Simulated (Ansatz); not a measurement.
Runs of Ansatz 0.2.0 on BaTiO3. The typed cell holds 5 atoms: a = 4.000 Å, b = 4.000 Å, c = 4.018 Å, α = 90.00°, β = 90.00°, γ = 90.00°. 

```tsv
potentials or basis	cutoff (eV)	gap on the mesh (eV)	pressure (GPa)	largest force (eV/Å)
PseudoDojo standard (PBE files)	1143	2.02	2.7	1.32
Ansatz PAW	420	2.01	3.1	1.31
Ansatz PAW earlier set	910	(b)	3.1	1.31
Ansatz PAW earlier set	930	2.01	3.1	1.31
PseudoDojo stringent (PBE files)	1252	2.02	2.8	1.32
JTH PAW	1380	1.97	4.4	1.30
Ansatz NC	1240	2.01	3.0	1.31
SPMS NC	1034	(a)	2.8	1.30
```

Alike in all rows: task single point; level PBE; no spin polarisation; cell all atoms moved at random, sigma 0.05 Å a component; k mesh 7 × 7 × 7; smearing fermi-dirac 0.05 eV.

Task: Fill in the values left out.

Result: (a) 2.04; (b) 2.00.

Caveats: odd divisions of the mesh miss points on the zone boundary, where band edges often lie, so the gap on the mesh can be too wide; spin-orbit coupling is left out, which moves the levels of the heavy elements; forces of over 1 eV/Å show positions far from the minimum, so gaps and moduli don't describe the material at rest; this barium file gives pressures and gaps apart from those of other sets (some runs).

A k mesh can miss the band edges, and the runs leave out spin-orbit coupling on Ba.
